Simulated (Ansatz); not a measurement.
# Nickel, simple cubic under PBEsol: structure, energy and stiffness, part 2 of 2

The plan for nickel in the simple cubic structure: relax it, solve it on a dense k-mesh, then scale the cell to 7 volumes from 88 to 112 % of the relaxed one and try a fit of the equation of state. The start is ferromagnetic. The k-meshes are 14×14×14 for the relaxation; 22×22×22 for the dense run; 15×15×15 for the volumes.

Ansatz 0.2.0; DFT, PBEsol, plane waves (420 eV) with PAW, scalar-relativistic.

### 4 Volume × 0.88

This is Ni in the simple cubic structure; at room conditions it is fcc.

input.yaml

```yaml
crystal:
  lattice:
    - [2.1928830239, 0.0, 0.0]
    - [0.0, 2.1928830239, 0.0]
    - [0.0, 0.0, 2.1928830239]
  atoms:
    - { symbol: Ni, position: [0.0, 0.0, 0.0], spin: 0.529 }
hamiltonian:
  xc: pbesol
  pseudopotentials:
    kind: paw
    azcp:
      Ni: "pseudopotentials/Ni.paw.azcp"
basis:
  ecutwfc: 420
  fft_grid_basis: typed
kpoints:
  mp_grid: { grid: [15, 15, 15], shift: [0, 0, 0] }
magnetization:
  spin_polarized: true
scf:
  occupations: { method: fermi_dirac, width: 0.05 }
  lower_state_search: "off"
output:
  stress: true
```

Log, cut to the lines that bear on the results:

```text
Warning: <dir> the record states the generating functional pbe (its physics header spells it `PBE`), which answers neither for hamiltonian.xc's functional nor for the pbesol family's — results may be inconsistent (PPs are generated against a specific XC)
Warning: RAYON_NUM_THREADS=2 ignored (pool sized by the plan → 2); use --threads N
[...]
Pseudopotentials: kind: paw
Pseudopotential: Ni, paw, valence charge 18, recommended cutoff 420 eV (normal), <dir>
Functional definition: PBEsol
[...]
Crystal: 1 atoms, lattice volume = 10.545 Å³
Basis set: ecut = 420 eV, 203 PW (Γ)
Bands: 14, of which v1, the nominal top of the filled ones, is band 9 counted from 1 (8 counted from 0)
Symmetry: 48 space group operations
Space group: Pm-3m (ITA 221), of the structure as read, at distance tolerance 2.2e-5 Å
Magnetic group: BNS 221.92 (UNI 1594), of the structure as read, at distance tolerance 2.2e-5 Å
k-points: 120 of 3375
[...]
Starting moments: Σ|m| = 0.529 μB on 1 of 1 site
[...]
spin-set hold released at iteration 7 (site moments contracting): the magnetisation degrees of freedom join the quasi-Newton model from the next iteration; the mixer history was flushed
[...]
SCF iter  13: F=-5804.091999 eV  HF=-5804.091999 eV  |F-HF|=7.94e-10  |Δ(HF+E_count)|=   8.49e-8  Δρ=3.23e-6 (↑1.29e-6 ↓3.23e-6)  dr2=9.11e-10  dr2_m=1.77e-10  M=0.368 μB ∫|m|=0.388 μB  ethr=1.43e-10  ⟨swp⟩=2.4  Hψ=10987  notcnv=0
[...]
SCF converged after 13 iterations
Magnetization: 0.3682 μB (9.1841 up, 8.8159 down)
Absolute magnetization: 0.3881 μB (∫|ρ↑−ρ↓|, with the PAW one-centre terms)
Spin contamination: 0.0011 ħ² per cell (⟨S²⟩ above its minimum at these occupations)
Per-site moments (μB) at R_I (Å): [(0.37485827349604733, 0.90456424735875)]
Free energy (F): -5804.091999 eV
[...]
E sigma→0 (E₀):  -5804.085515 eV
Entropy (-TS):   -0.012968 eV (-12.968 meV/atom)
Fermi energy:    18.725680 eV
[...]
--- Stress (GPa, compression-positive) ---
       28.991704      -0.000000       0.000000
       -0.000000      28.991704       0.000000
        0.000000       0.000000      28.991704
  P = ⅓ Tr σ = 28.9917 GPa (289.917 kbar)
```

It took 2.3 s on 2 threads of Arm Neoverse V1, shared host; peak memory 0.25 GiB.

### 5 Volume × 0.92

Edit input.yaml of step 4 so:

```diff
@@ -2,5 +2,5 @@
   lattice:
-    - [2.1928830239, 0.0, 0.0]
-    - [0.0, 2.1928830239, 0.0]
-    - [0.0, 0.0, 2.1928830239]
+    - [2.2256174473, 0.0, 0.0]
+    - [0.0, 2.2256174473, 0.0]
+    - [0.0, 0.0, 2.2256174473]
   atoms:
@@ -25 +25,5 @@
   stress: true
+  write_density: true
+  write_potential: true
+  elf: true
+  volumetric_format: npy
```

Log, cut to the lines that bear on the results:

```text
Warning: <dir> the record states the generating functional pbe (its physics header spells it `PBE`), which answers neither for hamiltonian.xc's functional nor for the pbesol family's — results may be inconsistent (PPs are generated against a specific XC)
Warning: RAYON_NUM_THREADS=2 ignored (pool sized by the plan → 2); use --threads N
[...]
[... 3 set-up lines as earlier in the session ...]
[...]
Crystal: 1 atoms, lattice volume = 11.024 Å³
Basis set: ecut = 420 eV, 203 PW (Γ)
Bands: 14, of which v1, the nominal top of the filled ones, is band 9 counted from 1 (8 counted from 0)
[... 2 set-up lines as earlier in the session ...]
Magnetic group: BNS 221.92 (UNI 1594), of the structure as read, at distance tolerance 2.2e-5 Å
k-points: 120 of 3375
[...]
Starting moments: Σ|m| = 0.529 μB on 1 of 1 site
[...]
SCF iter  12: F=-5804.160049 eV  HF=-5804.160049 eV  |F-HF|=1.46e-9  |Δ(HF+E_count)|=   4.42e-8  Δρ=3.02e-6 (↑3.02e-6 ↓2.56e-6)  dr2=1.65e-9  dr2_m=1.03e-10  M=0.397 μB ∫|m|=0.419 μB  ethr=7.67e-12  ⟨swp⟩=4.4  Hψ=16591  notcnv=0
[...]
SCF converged after 12 iterations
Magnetization: 0.3969 μB (9.1985 up, 8.8015 down)
Absolute magnetization: 0.4195 μB (∫|ρ↑−ρ↓|, with the PAW one-centre terms)
Spin contamination: 0.0014 ħ² per cell (⟨S²⟩ above its minimum at these occupations)
Per-site moments (μB) at R_I (Å): [(0.4050851340952407, 0.91806719701125)]
Free energy (F): -5804.160049 eV
[...]
E sigma→0 (E₀):  -5804.153207 eV
Entropy (-TS):   -0.013684 eV (-13.684 meV/atom)
Fermi energy:    17.691030 eV
[...]
--- Stress (GPa, compression-positive) ---
       16.976413       0.000000       0.000000
        0.000000      16.976413       0.000000
        0.000000       0.000000      16.976413
  P = ⅓ Tr σ = 16.9764 GPa (169.764 kbar)
--- Band table (eV; the first three rows and the last of 240) ---
  k-point 0 ↑: bands = ["-85.4697", "-45.8044", "-45.8044", "-45.8044", "8.7145", "13.5065", "13.5065", "17.4808", "17.4808", "17.4808", "38.6722", "38.6722", "38.6722", "42.5742"]
[...]
```

Wall time 2.4 s (2 threads of Arm Neoverse V1, shared host); peak memory 0.26 GiB.

Density in a lattice plane of the grid's cell (edges 2.23 and 2.23 Å, at 0.000 of the third edge), which holds Ni. It is the smooth density of the valence electrons, not physical close to the nuclei.

Ten even steps from '0' (0.21 e/Å³) to '9' (60.69 e/Å³):
```
876421000000000000012467
654321000000000000012345
332210000000000000001223
211100000000000000000111
000000000000000000000000
000000000000000000000000
000000000000000000000000
000000000000000000000000
000000000000000000000000
000000000000000000000000
000000000000000000000000
000000000000000000000000
000000000000000000000000
000000000000000000000000
000000000000000000000000
211100000000000000000111
332210000000000000001223
654321000000000000012345
876421000000000000012467
987521000000000000012578
```
Columns run along the first of these edges and rows up along the second, over one cell in 24 and 20 even steps from the bottom left corner. Atoms in the plane (fractional): Ni at (0.00, 0.00).

Spin density (up less down) in a lattice plane of the grid's cell (edges 2.23 and 2.23 Å, at 0.000 of the third edge), which holds Ni.

Ten even steps from '0' (0.00 e/Å³) to '9' (1.71 e/Å³):
```
875421000000000000012457
654311000000000000011345
322110000000000000001122
111100000000000000000111
000000000000000000000000
000000000000000000000000
000000000000000000000000
000000000000000000000000
000000000000000000000000
000000000000000000000000
000000000000000000000000
000000000000000000000000
000000000000000000000000
000000000000000000000000
000000000000000000000000
111100000000000000000111
322110000000000000001122
654311000000000000011345
875421000000000000012457
987421000000000000012478
```
Columns run along the first of these edges and rows up along the second, over one cell in 24 and 20 even steps from the bottom left corner. Atoms in the plane (fractional): Ni at (0.00, 0.00).

### 6 Volume × 0.96

Edit input.yaml of step 5 so:

```diff
@@ -2,5 +2,5 @@
   lattice:
-    - [2.2256174473, 0.0, 0.0]
-    - [0.0, 2.2256174473, 0.0]
-    - [0.0, 0.0, 2.2256174473]
+    - [2.2574162784, 0.0, 0.0]
+    - [0.0, 2.2574162784, 0.0]
+    - [0.0, 0.0, 2.2574162784]
   atoms:
@@ -25,5 +25 @@
   stress: true
-  write_density: true
-  write_potential: true
-  elf: true
-  volumetric_format: npy
```

Log, cut to the lines that bear on the results:

```text
Warning: <dir> the record states the generating functional pbe (its physics header spells it `PBE`), which answers neither for hamiltonian.xc's functional nor for the pbesol family's — results may be inconsistent (PPs are generated against a specific XC)
Warning: RAYON_NUM_THREADS=2 ignored (pool sized by the plan → 2); use --threads N
[...]
[... 3 set-up lines as earlier in the session ...]
[...]
Crystal: 1 atoms, lattice volume = 11.504 Å³
Basis set: ecut = 420 eV, 251 PW (Γ)
Bands: 14, of which v1, the nominal top of the filled ones, is band 9 counted from 1 (8 counted from 0)
[... 2 set-up lines as earlier in the session ...]
Magnetic group: BNS 221.92 (UNI 1594), of the structure as read, at distance tolerance 2.3e-5 Å
k-points: 120 of 3375
[...]
Starting moments: Σ|m| = 0.529 μB on 1 of 1 site
[...]
SCF iter   1: F=—  HF=-5804.213047 eV  |F-HF|=—  |Δ(HF+E_count)|=         —  Δρ=2.97e-2 (↑2.96e-2 ↓2.97e-2)  dr2=2.23e-1  dr2_m=3.26e-3  M=0.440 μB ∫|m|=0.444 μB  β_m=0.30  ethr=1.25e-3  ⟨swp⟩=1.0  Hψ=22898  notcnv=0
[...]
spin-set hold released at iteration 6 (site moments contracting): the magnetisation degrees of freedom join the quasi-Newton model from the next iteration; the mixer history was flushed
[...]
SCF iter  12: F=-5804.196071 eV  HF=-5804.196071 eV  |F-HF|=5.46e-12  |Δ(HF+E_count)|=   8.82e-8  Δρ=4.18e-6 (↑4.18e-6 ↓2.03e-6)  dr2=7.70e-10  dr2_m=8.60e-10  M=0.431 μB ∫|m|=0.456 μB  ethr=1.37e-11  ⟨swp⟩=3.8  Hψ=9517  notcnv=0
[...]
SCF converged after 12 iterations
Magnetization: 0.4306 μB (9.2153 up, 8.7847 down)
Absolute magnetization: 0.4558 μB (∫|ρ↑−ρ↓|, with the PAW one-centre terms)
Spin contamination: 0.0017 ħ² per cell (⟨S²⟩ above its minimum at these occupations)
Per-site moments (μB) at R_I (Å): [(0.440474135623428, 0.93118421484)]
Free energy (F): -5804.196071 eV
[...]
E sigma→0 (E₀):  -5804.188748 eV
Entropy (-TS):   -0.014646 eV (-14.646 meV/atom)
Fermi energy:    16.745151 eV
[...]
--- Stress (GPa, compression-positive) ---
        7.487856       0.000000       0.000000
        0.000000       7.487856       0.000000
        0.000000       0.000000       7.487856
  P = ⅓ Tr σ = 7.4879 GPa (74.879 kbar)
```

It took 2 s on 2 threads of Arm Neoverse V1, shared host; peak memory 0.26 GiB.

### 7 Volume × 1.0

Edit input.yaml of step 6 so:

```diff
@@ -2,5 +2,5 @@
   lattice:
-    - [2.2574162784, 0.0, 0.0]
-    - [0.0, 2.2574162784, 0.0]
-    - [0.0, 0.0, 2.2574162784]
+    - [2.2883436323, 0.0, 0.0]
+    - [0.0, 2.2883436323, 0.0]
+    - [0.0, 0.0, 2.2883436323]
   atoms:
```

Log, cut to the lines that bear on the results:

```text
Warning: <dir> the record states the generating functional pbe (its physics header spells it `PBE`), which answers neither for hamiltonian.xc's functional nor for the pbesol family's — results may be inconsistent (PPs are generated against a specific XC)
Warning: RAYON_NUM_THREADS=2 ignored (pool sized by the plan → 2); use --threads N
[...]
[... 3 set-up lines as earlier in the session ...]
[...]
Crystal: 1 atoms, lattice volume = 11.983 Å³
Basis set: ecut = 420 eV, 251 PW (Γ)
Bands: 14, of which v1, the nominal top of the filled ones, is band 9 counted from 1 (8 counted from 0)
[... 2 set-up lines as earlier in the session ...]
Magnetic group: BNS 221.92 (UNI 1594), of the structure as read, at distance tolerance 2.3e-5 Å
k-points: 120 of 3375
[...]
Starting moments: Σ|m| = 0.529 μB on 1 of 1 site
[...]
SCF iter   1: F=—  HF=-5804.234131 eV  |F-HF|=—  |Δ(HF+E_count)|=         —  Δρ=3.35e-2 (↑3.35e-2 ↓3.08e-2)  dr2=2.85e-1  dr2_m=2.44e-3  M=0.454 μB ∫|m|=0.458 μB  β_m=0.30  ethr=1.60e-3  ⟨swp⟩=1.0  Hψ=22753  notcnv=0
[...]
spin-set hold released at iteration 6 (site moments contracting): the magnetisation degrees of freedom join the quasi-Newton model from the next iteration; the mixer history was flushed
[...]
SCF iter  12: F=-5804.206858 eV  HF=-5804.206858 eV  |F-HF|=8.15e-10  |Δ(HF+E_count)|=   3.56e-7  Δρ=4.95e-6 (↑4.95e-6 ↓3.25e-6)  dr2=9.88e-10  dr2_m=1.43e-9  M=0.477 μB ∫|m|=0.506 μB  ethr=4.33e-12  ⟨swp⟩=4.0  Hψ=10754  notcnv=0
[...]
SCF converged after 12 iterations
Magnetization: 0.4769 μB (9.2384 up, 8.7616 down)
Absolute magnetization: 0.5061 μB (∫|ρ↑−ρ↓|, with the PAW one-centre terms)
Spin contamination: 0.0021 ħ² per cell (⟨S²⟩ above its minimum at these occupations)
Per-site moments (μB) at R_I (Å): [(0.48892295526171464, 0.94394174832375)]
Free energy (F): -5804.206858 eV
[...]
E sigma→0 (E₀):  -5804.198967 eV
Entropy (-TS):   -0.015783 eV (-15.783 meV/atom)
Fermi energy:    15.878479 eV
[...]
--- Stress (GPa, compression-positive) ---
        0.029794       0.000000       0.000000
        0.000000       0.029794       0.000000
        0.000000       0.000000       0.029794
  P = ⅓ Tr σ = 0.0298 GPa (0.298 kbar)
```

It took 2 s on 2 threads of Arm Neoverse V1, shared host; peak memory 0.26 GiB.

### 8 Volume × 1.04

Edit input.yaml of step 7 so:

```diff
@@ -2,5 +2,5 @@
   lattice:
-    - [2.2883436323, 0.0, 0.0]
-    - [0.0, 2.2883436323, 0.0]
-    - [0.0, 0.0, 2.2883436323]
+    - [2.3184568702, 0.0, 0.0]
+    - [0.0, 2.3184568702, 0.0]
+    - [0.0, 0.0, 2.3184568702]
   atoms:
```

Log, cut to the lines that bear on the results:

```text
Warning: <dir> the record states the generating functional pbe (its physics header spells it `PBE`), which answers neither for hamiltonian.xc's functional nor for the pbesol family's — results may be inconsistent (PPs are generated against a specific XC)
Warning: RAYON_NUM_THREADS=2 ignored (pool sized by the plan → 2); use --threads N
[...]
[... 3 set-up lines as earlier in the session ...]
[...]
Crystal: 1 atoms, lattice volume = 12.462 Å³
Basis set: ecut = 420 eV, 251 PW (Γ)
Bands: 14, of which v1, the nominal top of the filled ones, is band 9 counted from 1 (8 counted from 0)
[... 2 set-up lines as earlier in the session ...]
Magnetic group: BNS 221.92 (UNI 1594), of the structure as read, at distance tolerance 2.3e-5 Å
k-points: 120 of 3375
[...]
Starting moments: Σ|m| = 0.529 μB on 1 of 1 site
[...]
spin-set hold released at iteration 6 (site moments contracting): the magnetisation degrees of freedom join the quasi-Newton model from the next iteration; the mixer history was flushed
[...]
SCF iter  13: F=-5804.197872 eV  HF=-5804.197872 eV  |F-HF|=1.44e-9  |Δ(HF+E_count)|=   3.65e-8  Δρ=3.79e-6 (↑3.79e-6 ↓1.43e-6)  dr2=1.53e-9  dr2_m=2.96e-10  M=0.539 μB ∫|m|=0.573 μB  ethr=6.85e-11  ⟨swp⟩=2.2  Hψ=10974  notcnv=0
[...]
SCF converged after 13 iterations
Magnetization: 0.5393 μB (9.2696 up, 8.7304 down)
Absolute magnetization: 0.5734 μB (∫|ρ↑−ρ↓|, with the PAW one-centre terms)
Spin contamination: 0.0027 ħ² per cell (⟨S²⟩ above its minimum at these occupations)
Per-site moments (μB) at R_I (Å): [(0.5538197809723462, 0.9563634589575001)]
Free energy (F): -5804.197872 eV
[...]
E sigma→0 (E₀):  -5804.189348 eV
Entropy (-TS):   -0.017049 eV (-17.049 meV/atom)
Fermi energy:    15.082431 eV
[...]
--- Stress (GPa, compression-positive) ---
       -5.785681       0.000000       0.000000
        0.000000      -5.785681       0.000000
        0.000000       0.000000      -5.785681
  P = ⅓ Tr σ = -5.7857 GPa (-57.857 kbar)
```

Wall time 2.3 s (2 threads of Arm Neoverse V1, shared host); peak memory 0.26 GiB.

### 9 Volume × 1.08

Edit input.yaml of step 8 so:

```diff
@@ -2,5 +2,5 @@
   lattice:
-    - [2.3184568702, 0.0, 0.0]
-    - [0.0, 2.3184568702, 0.0]
-    - [0.0, 0.0, 2.3184568702]
+    - [2.3478075413, 0.0, 0.0]
+    - [0.0, 2.3478075413, 0.0]
+    - [0.0, 0.0, 2.3478075413]
   atoms:
```

Log, cut to the lines that bear on the results:

```text
Warning: <dir> the record states the generating functional pbe (its physics header spells it `PBE`), which answers neither for hamiltonian.xc's functional nor for the pbesol family's — results may be inconsistent (PPs are generated against a specific XC)
Warning: RAYON_NUM_THREADS=2 ignored (pool sized by the plan → 2); use --threads N
[...]
[... 3 set-up lines as earlier in the session ...]
[...]
Crystal: 1 atoms, lattice volume = 12.942 Å³
Basis set: ecut = 420 eV, 251 PW (Γ)
Bands: 14, of which v1, the nominal top of the filled ones, is band 9 counted from 1 (8 counted from 0)
[... 2 set-up lines as earlier in the session ...]
Magnetic group: BNS 221.92 (UNI 1594), of the structure as read, at distance tolerance 2.3e-5 Å
k-points: 120 of 3375
[...]
Starting moments: Σ|m| = 0.529 μB on 1 of 1 site
[...]
SCF iter   1: F=—  HF=-5804.224907 eV  |F-HF|=—  |Δ(HF+E_count)|=         —  Δρ=4.22e-2 (↑4.22e-2 ↓3.45e-2)  dr2=4.61e-1  dr2_m=2.85e-3  M=0.479 μB ∫|m|=0.482 μB  β_m=0.30  ethr=2.59e-3  ⟨swp⟩=1.0  Hψ=22645  notcnv=0
[...]
spin-set hold released at iteration 9 (site moments contracting): the magnetisation degrees of freedom join the quasi-Newton model from the next iteration; the mixer history was flushed
[...]
SCF iter  17: F=-5804.173616 eV  HF=-5804.173616 eV  |F-HF|=6.48e-9  |Δ(HF+E_count)|=   5.97e-8  Δρ=5.74e-6 (↑4.60e-6 ↓5.74e-6)  dr2=6.41e-9  dr2_m=3.86e-10  M=0.624 μB ∫|m|=0.663 μB  ethr=3.09e-10  ⟨swp⟩=3.9  Hψ=9665  notcnv=0
[...]
SCF converged after 17 iterations
Magnetization: 0.6241 μB (9.3120 up, 8.6880 down)
Absolute magnetization: 0.6634 μB (∫|ρ↑−ρ↓|, with the PAW one-centre terms)
Spin contamination: 0.0037 ħ² per cell (⟨S²⟩ above its minimum at these occupations)
Per-site moments (μB) at R_I (Å): [(0.6411234802308644, 0.96847061078625)]
Free energy (F): -5804.173616 eV
[...]
E sigma→0 (E₀):  -5804.164560 eV
Entropy (-TS):   -0.018112 eV (-18.112 meV/atom)
Fermi energy:    14.350253 eV
[...]
--- Stress (GPa, compression-positive) ---
      -10.236413       0.000000       0.000000
        0.000000     -10.236413       0.000000
        0.000000       0.000000     -10.236413
  P = ⅓ Tr σ = -10.2364 GPa (-102.364 kbar)
```

Run time: 2.7 s. Hardware: 2 threads of Arm Neoverse V1, shared host; peak memory 0.26 GiB.

### 10 Volume × 1.12

Edit input.yaml of step 9 so:

```diff
@@ -2,5 +2,5 @@
   lattice:
-    - [2.3478075413, 0.0, 0.0]
-    - [0.0, 2.3478075413, 0.0]
-    - [0.0, 0.0, 2.3478075413]
+    - [2.3764421627, 0.0, 0.0]
+    - [0.0, 2.3764421627, 0.0]
+    - [0.0, 0.0, 2.3764421627]
   atoms:
@@ -25 +25,5 @@
   stress: true
+  write_density: true
+  write_potential: true
+  elf: true
+  volumetric_format: npy
```

Log, cut to the lines that bear on the results:

```text
Warning: <dir> the record states the generating functional pbe (its physics header spells it `PBE`), which answers neither for hamiltonian.xc's functional nor for the pbesol family's — results may be inconsistent (PPs are generated against a specific XC)
Warning: RAYON_NUM_THREADS=2 ignored (pool sized by the plan → 2); use --threads N
[...]
[... 3 set-up lines as earlier in the session ...]
[...]
Crystal: 1 atoms, lattice volume = 13.421 Å³
Basis set: ecut = 420 eV, 251 PW (Γ)
Bands: 14, of which v1, the nominal top of the filled ones, is band 9 counted from 1 (8 counted from 0)
[... 1 set-up line as earlier in the session ...]
Space group: Pm-3m (ITA 221), of the structure as read, at distance tolerance 2.4e-5 Å
Magnetic group: BNS 221.92 (UNI 1594), of the structure as read, at distance tolerance 2.4e-5 Å
k-points: 120 of 3375
[...]
Starting moments: Σ|m| = 0.529 μB on 1 of 1 site
[...]
SCF iter  15: F=-5804.137425 eV  HF=-5804.137425 eV  |F-HF|=1.04e-10  |Δ(HF+E_count)|=   3.65e-8  Δρ=5.33e-6 (↑3.54e-6 ↓5.33e-6)  dr2=2.50e-10  dr2_m=2.29e-9  M=0.682 μB ∫|m|=0.726 μB  ethr=9.71e-11  ⟨swp⟩=5.1  Hψ=17176  notcnv=0
[...]
SCF converged after 15 iterations
Magnetization: 0.6824 μB (9.3412 up, 8.6588 down)
Absolute magnetization: 0.7259 μB (∫|ρ↑−ρ↓|, with the PAW one-centre terms)
Spin contamination: 0.0046 ħ² per cell (⟨S²⟩ above its minimum at these occupations)
Per-site moments (μB) at R_I (Å): [(0.7015713296493662, 0.9802823921137501)]
Free energy (F): -5804.137425 eV
[...]
E sigma→0 (E₀):  -5804.128095 eV
Entropy (-TS):   -0.018661 eV (-18.661 meV/atom)
Fermi energy:    13.669283 eV
[...]
--- Stress (GPa, compression-positive) ---
      -13.831457       0.000000       0.000000
        0.000000     -13.831457       0.000000
        0.000000       0.000000     -13.831457
  P = ⅓ Tr σ = -13.8315 GPa (-138.315 kbar)
--- Band table (eV; the first three rows and the last of 240) ---
  k-point 0 ↑: bands = ["-89.3954", "-49.8254", "-49.8254", "-49.8254", "5.9283", "10.2112", "10.2112", "13.1722", "13.1722", "13.1722", "32.2064", "32.2064", "32.2064", "35.6950"]
[...]
```

Run time: 2.9 s. Hardware: 2 threads of Arm Neoverse V1, shared host; peak memory 0.27 GiB.

### 11 Energy and pressure against volume

All volumes keep the relaxed shape and fractional coordinates.

```tsv
V (Å³/atom)	E − E₀ (meV/atom)	P from the stress (GPa)	P from the fit (GPa)	largest moment (μB)
10.545	113.4	28.99	29.07	0.37
11.024	45.7	16.98	16.80	0.41
11.504	10.1	7.49	7.26	0.44
11.983	-0.1	0.03	-0.16	0.49
12.462	9.5	-5.79	-5.93	0.55
12.942	34.3	-10.24	-10.42	0.64
13.421	70.8	-13.83	-13.89	0.70
```

Fit (Birch-Murnaghan, third order): V₀ = 11.971 Å³/atom, B₀ = 164 GPa, B₀′ = 5.3, largest residual 0.11 meV/atom.

Fit and stress differ a little: one follows E(σ → 0), the other the smeared free energy.

### 12 What came out

This closing draws on all 2 parts.

| quantity | value |
| --- | --- |
| space group (spins left aside) | Pm-3m (No. 221) |
| conventional cell | a = 2.288 Å |
| volume | 11.983 Å³/atom |
| shortest distance | 2.288 Å |
| gap on the mesh | none (levels filled in part) |
| magnetic state | ferromagnetic, up to 0.53 μB per atom |
| relative to fcc, ferromagnetic | +773 meV/atom |
| V₀, B₀, B₀′ | 11.971 Å³/atom, 164 GPa, 5.3 |

From the guessed start the volume grew by 1.4 % in 4 steps. It lies 773 meV/atom above the element's reference form at the same level (fcc, ferromagnetic, from a run of its own), so it is far from stable. The final state is ferromagnetic (largest moment 0.53 μB). Levels at the Fermi energy are filled in part, as in a metal. B₀ comes out at 164 GPa. Relaxation kept the symmetry; phonons were not checked.
